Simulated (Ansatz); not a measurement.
Runs of Ansatz 0.2.0 on CsSnBr3. The structure is cubic, space group Pm-3m (No. 221). The conventional cell has a = 5.839 Å, b = 5.839 Å, c = 5.839 Å, α = 90.00°, β = 90.00°, γ = 90.00°. Around Cs (site symmetry m-3m) lie 12 Br at 4.13 Å. Sn (site symmetry m-3m) has 6 Br at 2.92 Å as nearest neighbours. Br (site symmetry 4/mmm) has 2 Sn at 2.92 Å as nearest neighbours. The cell is a database's computed one.

| level | gap on the mesh (eV) | pressure (GPa) | relaxed volume (Å³/atom) |
| --- | --- | --- | --- |
| PBEsol+D4 | (c) | 0.0 | (a) |
| PBEsol+D3(BJ) | 1.69 | 0.0 | 36.59 |
| BLYP+D3(BJ) | 1.97 | 0.0 | (d) |
| BLYP+D4 | (b) | 0.0 | 40.70 |
| revPBE+D4 | 1.92 | 0.0 | 40.21 |
| RPBE+D4 | 1.93 | 0.0 | 40.25 |
| RPBE+D3(BJ) | 1.55 | 0.0 | 32.44 |
| revPBE+D3(BJ) | 1.90 | 0.0 | 39.76 |

Alike in all rows: task relaxation of cell and atoms; potentials or basis Ansatz PAW; no spin polarisation; cell relaxed; k mesh 5 × 5 × 5; cutoff (eV) 420; smearing fermi-dirac 0.05 eV.

Question: Estimate the missing entries.

Answer: (a) 37.23; (b) 2.00; (c) 1.72; (d) 39.81.

Caveats: odd divisions of the mesh miss points on the zone boundary, where band edges often lie, so the gap on the mesh can be too wide; the plane-wave basis is chosen anew once the cell has moved, so the energies of steps on either side of that aren't comparable; spin-orbit coupling is left out, which moves the levels of the heavy elements; the PAW data sets come from PBE, with cores solved anew for the run's functional, which leaves a small shift of forces and pressure; the volume moved by over 15 % at a fixed basis, so the end points are rough (some runs).

A k mesh can miss the band edges, and the runs leave out spin-orbit coupling on Br, Cs, Sn.

Runs at the PBE level aren't shown here.
